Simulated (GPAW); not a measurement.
Runs of GPAW 26.7.0 on Ni. The structure is cubic, space group Fm-3m (No. 225). Conventional cell: a = 3.475 Å, b = 3.475 Å, c = 3.475 Å, α = 90.00°, β = 90.00°, γ = 90.00°. Around Ni (site symmetry m-3m) lie 12 Ni at 2.46 Å. 

| task | level | cell | k mesh | optimizer | fmax | max steps | convergence | gap on the mesh (eV) | pressure (GPa) | moment (μB) | V0 of scaled cells (Å³/atom) | relaxed volume (Å³/atom) | B0 (GPa) |
| --- | --- | --- | --- | --- | --- | --- | --- | --- | --- | --- | --- | --- | --- |
| equation of state | PBEsol | as given | 13 × 13 × 13 | - | - | - | - | - | - | - | 10.52 | - | (b) |
| relaxation of cell and atoms | PBEsol | relaxed | 13 × 13 × 13 | BFGS | 0.02 eV/Å | 60 | density=1e-05 forces=0.0001 | none | 0.2 | 0.63 | - | 10.51 | - |
| relaxation of cell and atoms | PBEsol+D3 | relaxed | 13 × 13 × 13 | BFGS | 0.02 eV/Å | 60 | density=1e-05 forces=0.0001 | none | 0.1 | 0.63 | - | (a) | - |
| equation of state | SOGGA | as given | 11 × 11 × 11 | - | - | - | - | - | - | - | 10.49 | - | 237 |
| relaxation of cell and atoms | PBEsol+D3(BJ)+ATM | relaxed | 13 × 13 × 13 | BFGS | 0.02 eV/Å | 60 | density=1e-05 forces=0.0001 | none | 0.0 | 0.63 | - | 10.30 | - |

Alike in all rows: potentials or basis PAW data sets generated in the run's folder for this functional, pw; spin collinear, ferromagnetic start; cutoff (eV) 600; smearing fermi-dirac 0.05 eV.

Question: Estimate the missing entries.

Answer: (a) 10.24; (b) 235.

Caveats: the stock nickel data set gives pressures a few GPa off other programs (some runs); each step starts from the last one's moments, so a moment once lost doesn't come back (some runs); later steps reuse the first step's grids (some runs); pairwise dispersion overbinds metals, which lowers pressure and volume (some runs).

A gap of «none» marks a metal or a gap under the smearing width.

Runs at the PBE level aren't shown here.
